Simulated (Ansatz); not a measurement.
Crystal: Li2O.

```xyz
3
Lattice="0.0000 2.3269 2.3269 2.3269 0.0000 2.3269 2.3269 2.3269 0.0000" Properties=species:S:1:pos:R:3 pbc="T T T"
O     0.0000    0.0000    0.0000
Li    1.1634    1.1634    1.1634
Li    3.4903    3.4903    3.4903
```

The cell comes from a database or a generator and needn't be the stable form of this composition.

Base run:

| Quantity | Value |
| --- | --- |
| Program | Ansatz 0.2.0 |
| Functional | PBE |
| Potentials or basis | Ansatz PAW |
| Cutoff | 420 eV (not typed: the program's choice for these potentials) |
| k mesh | 10 × 10 × 10 |
| Occupations | fermi-dirac, width 0.05 eV |
| Spin | no spin polarisation |

Its results: band gap on the k mesh 4.95 eV, indirect (least direct gap 5.11 eV); pressure -1.4 GPa.

Problem. After a change of settings the same cell gave: band gap on the k mesh 4.77 eV, indirect (least direct gap 5.08 eV); pressure -8.0 GPa. Which change was it?
A. functional from PBE to PBEsol
B. functional from PBE to r2SCAN; cutoff from 420 eV (not typed: the program's choice for these potentials) to 500 eV (not typed: the program's choice for these potentials)
C. functional from PBE to LDA

Solution. C.

LDA binds more tightly than PBE, so the same cell stands under less pressure.

Caveats: the PAW data sets come from PBE, with cores solved anew for the run's functional, which leaves a small shift of forces and pressure (some runs).
